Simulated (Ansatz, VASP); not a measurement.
# Fe in VASP and in Ansatz

```
Fe
1.0
     0.00000    1.94174    1.96511
     1.49844    0.00000    1.96511
     1.49844    1.94174    0.00000
Fe
1
Direct
  0.00000 0.00000 0.00000
```

Alike in both runs: functional PBE; k mesh 13 × 13 × 13; occupations fermi-dirac, width 0.05 eV; collinear spin.

|  | VASP | Ansatz |
| --- | --- | --- |
| version | VASP 6.6.1 | Ansatz 0.2.0 |
| potentials or method | VASP PAW PBE potentials, release 64 (Fe), cutoff 520 eV | all-electron LAPW, scalar-relativistic |
| task | single point | band structure |

VASP gave:

* gap on the k mesh at the Fermi level (eV): none
* pressure (GPa): -1.3
* largest component of the traceless stress (GPa): 5.13
* net moment per atom (μB): 2.20
* size of the moment on the site where the two differ most (μB): 2.19

**Question.** Which values does Ansatz return?

**Answer.** gap on the k mesh at the Fermi level (eV): none; pressure (GPa): -1.3; largest component of the traceless stress (GPa): 5.40; net moment per atom (μB): 2.16; size of the moment on the site where the two differ most (μB): 2.22.

Site moments also hang on the region over which each program counts them. A gap of «none» marks a metal or a gap that the smearing closes. Ansatz ran all-electron here, so the differences hold the error of VASP's frozen core and of both bases.
